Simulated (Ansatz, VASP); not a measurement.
## Ga in VASP and in Ansatz

```xyz
1
Lattice="0.0000 2.1601 2.1601 2.1601 0.0000 2.1601 2.1601 2.1601 0.0000" Properties=species:S:1:pos:R:3 pbc="T T T"
Ga    0.0000    0.0000    0.0000
```

Alike in both runs: task relaxation of cell and atoms; functional PBE; k mesh 16 × 16 × 16; occupations gaussian, width 0.1 eV; no spin polarisation.

|  | VASP | Ansatz |
| --- | --- | --- |
| version | VASP 6.6.1 | Ansatz 0.2.0 |
| potentials or method | VASP PAW PBE potentials, release 64 (Ga_d) | scalar-relativistic, plane waves, PAW |
| plane-wave cutoff (eV) | 600 | 420 |
| valence electrons in the cell | 13 | 13 |

|  | VASP | Ansatz | Ansatz less VASP |
| --- | --- | --- | --- |
| gap on the k mesh at the Fermi level, each at its own relaxed structure (eV) | none | none | - |
| relaxed volume (Å³/atom) | 18.94 | 18.93 | -0.005 |
| relaxed cell length with the largest relative difference (Å) | 2.992 | 2.992 | -0.0003 |
| energy change over the relaxation (meV/atom) | -10 | -10 | -0.2 |

A gap of «none» marks a metal or a gap that the smearing closes.
